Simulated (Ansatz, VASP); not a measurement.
**Two plane-wave programs on Pd**

```xyz
4
Lattice="2.6931 0.0000 0.0000 -1.3466 2.3323 0.0000 0.0000 0.0000 8.8871" Properties=species:S:1:pos:R:3 pbc="T T T"
Pd    0.0000    0.0000    0.0000
Pd    0.0000    1.5549    2.2218
Pd    0.0000    0.0000    4.4435
Pd    1.3466    0.7774    6.6653
```

Alike in both runs: functional PBEsol; k mesh 18 × 18 × 6; occupations gaussian, width 0.1 eV; no spin polarisation.

Ansatz relaxed the structure, and its values are those at the end. VASP's run is a single point on that final structure, the one shown.

|  | VASP | Ansatz |
| --- | --- | --- |
| version | VASP 6.6.1 | Ansatz 0.2.0 |
| potentials or method | VASP PAW PBE potentials, release 64 (Pd) | scalar-relativistic, plane waves, PAW |
| plane-wave cutoff (eV) | 520 | 420 |
| valence electrons in the cell | 40 | 72 |

Ansatz gave:

```
gap on the k mesh at the Fermi level (eV) : none
pressure (GPa)                            : 10.0
```

Problem. Which values does VASP return?

Solution. gap on the k mesh at the Fermi level (eV): none; pressure (GPa): 9.6.

A gap of «none» marks a metal or a gap that the smearing closes. The two sets of potentials don't hold the same shells in valence.

Caveats: the PAW data sets were made with another functional, which shifts forces and pressure a little (VASP).
